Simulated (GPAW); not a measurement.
Set up this calculation in GPAW 26.7.0, as an ASE script.

| Property | Result |
| --- | --- |
| Task | relaxation of cell and atoms |
| Functional | PBEsol |
| Potentials or basis | PAW data sets generated in the run's folder for this functional |
| Cutoff | 600 eV |
| Basis | pw |
| k mesh | 5 × 5 × 4 |
| Occupations | fermi-dirac, width 0.05 eV |
| Spin | no spin polarisation |
| Maxiter | 150 |
| Optimizer | BFGS |
| Fmax | 0.02 eV/Å |
| Max steps | 60 |
| Convergence | density=1e-05 forces=0.0001 |

TiSe:

```
Se Ti
1.0
     4.17836    0.00000    0.00000
     0.00000    4.17836    0.00000
     0.00000    0.00000    5.98442
Se Ti
2 2
Direct
  0.00000 0.50000 0.76056
  0.50000 0.00000 0.23944
  0.00000 0.00000 0.00000
  0.50000 0.50000 0.00000
```

The cell comes from a database or a generator and needn't be the stable form of this composition.

The input as run:

run.py

```python
from ase import Atoms
from ase.filters import FrechetCellFilter
from ase.io import write
from ase.optimize import BFGS
from gpaw import GPAW, PW, setup_paths

setup_paths.insert(0, '.')

atoms = Atoms(['Se', 'Se', 'Ti', 'Ti'],
              cell=[[4.178357, 0.0, 0.0],
                    [0.0, 4.178357, 0.0],
                    [0.0, 0.0, 5.984423]],
              scaled_positions=[[0.0, 0.5, 0.760556],
                                [0.5, 0.0, 0.239444],
                                [0.0, 0.0, 0.0],
                                [0.5, 0.5, 0.0]],
              pbc=True)

calc = GPAW(mode=PW(600),
            xc='PBEsol',
            kpts={'size': (5, 5, 4), 'gamma': True},
            occupations={'name': 'fermi-dirac', 'width': 0.05},
            nbands=34,
            convergence={'density': 1e-05, 'forces': 0.0001},
            maxiter=150,
            txt='gpaw.txt')
atoms.calc = calc
opt = BFGS(FrechetCellFilter(atoms), trajectory='relax.traj', logfile='-')
done = opt.run(fmax=0.02, steps=60)
calc.write('gs.gpw')
write('result.traj', atoms)
print('Converged:', done)
print('Cell:', atoms.cell.cellpar().round(4))
print('Volume:', round(atoms.get_volume(), 4))
print(atoms.get_scaled_positions().round(5))
```

Potentials or basis: PAW data sets generated in the run's folder for this functional, pw.

The run is started by

```sh
$ gpaw-setup -f PBEsol Se Ti
$ OMP_NUM_THREADS=1 python run.py
```

It gave:

The relaxed volume is 22.52 Å³/atom. The relaxed cell is a = 4.114 Å, b = 4.114 Å, c = 5.321 Å, α = 90.00°, β = 90.00°, γ = 90.00° and the space group after relaxing (to 0.05 Å) is P4/nmm (No. 129). The energy gained by relaxing is 15.4 meV/atom, the ionic steps are 14 and the pressure after relaxing is 0.0 GPa. The band gap on the k mesh is none (metal or under the smearing width).

Caveat: later steps reuse the first step's grids; this functional lacks dispersion, which binds the layers, so the pressure and a relaxed spacing across them are unreliable.

Run time: 3.4 min on 1 thread of AMD EPYC 9R45 96-Core Processor (Zen 5) (shared host), peak memory 0.28 GiB.
